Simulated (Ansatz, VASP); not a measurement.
# One calculation of SiC, two programs

```
Si C
1.0
     3.04524    0.00000    0.00000
    -1.52262    2.63725    0.00000
     0.00000    0.00000    5.04800
Si C
2 2
Direct
  0.33333 0.66667 0.00000
  0.66667 0.33333 0.50000
  0.33333 0.66667 0.38500
  0.66667 0.33333 0.88500
```

Change from the starting cell: equal xx and yy strain of -1 %.

Alike in both runs: task single point; functional PBEsol; k mesh 15 × 15 × 8; occupations fermi-dirac, width 0.08 eV; no spin polarisation.

|  | VASP | Ansatz |
| --- | --- | --- |
| version | VASP 6.6.1 | Ansatz 0.2.0 |
| potentials or method | VASP PAW PBE potentials, release 64 (Si, C), cutoff 520 eV | all-electron LAPW, scalar-relativistic |

```tsv
	VASP	Ansatz	Ansatz less VASP
pressure (GPa)	5.6	5.1	-0.43
largest component of the traceless stress (GPa)	7.49	7.37	-0.127
rms of the force components (eV/Å)	0.501	0.497	-0.0042
```

Atom by atom the forces differ by 0.004 eV/Å (rms over components). Ansatz ran all-electron here, so the differences hold the error of VASP's frozen core and of both bases.

Caveats: the PAW data sets were made with another functional, which shifts forces and pressure a little (VASP). A k mesh can miss the band edges.
